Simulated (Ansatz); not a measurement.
AlSb:
```xyz
2
Lattice="0.0000 3.0535 3.0535 3.0535 0.0000 3.0535 3.0535 3.0535 0.0000" Properties=species:S:1:pos:R:3 pbc="T T T"
Sb     4.5803     4.5803     4.5803
Al     0.0000     0.0000     0.0000
```

Relaxed with LDA. Special points in fractions of this cell's reciprocal vectors: Γ (0.000, 0.000, 0.000); X (0.500, 0.000, 0.500); U (0.625, 0.250, 0.625); K (0.375, 0.375, 0.750); L (0.500, 0.500, 0.500); W (0.500, 0.250, 0.750).

Problem. List the band energies nearest the valence-band maximum at these points for LDA in the plane-wave PAW code Ansatz.

Solution. In eV from the valence-band maximum; about four levels below and three above (degenerate sets whole), none deeper than 8.9 eV; points with the same levels are listed once.

| k | below | above |
|---|---|---|
| Γ | 0.00 0.00 0.00 | 1.54 3.14 3.14 3.14 |
| X | -8.86 -5.56 -2.22 -2.22 | 1.13 1.38 8.78 8.78 |
| U | -5.34 -3.33 -1.87 | 1.62 4.05 6.86 |
| L | -5.49 -0.91 -0.91 | 1.30 3.74 3.74 |
| W | -8.83 -5.31 -3.12 -2.79 | 3.90 4.46 4.58 |

Space group F-43m (zinc blende). The LDA relaxation kept the symmetry of its start; of distortions, only those at the zone centre were tested. Spin–orbit coupling is left out wherever it is not named.

Potentials: the later of the program's two PAW sets.
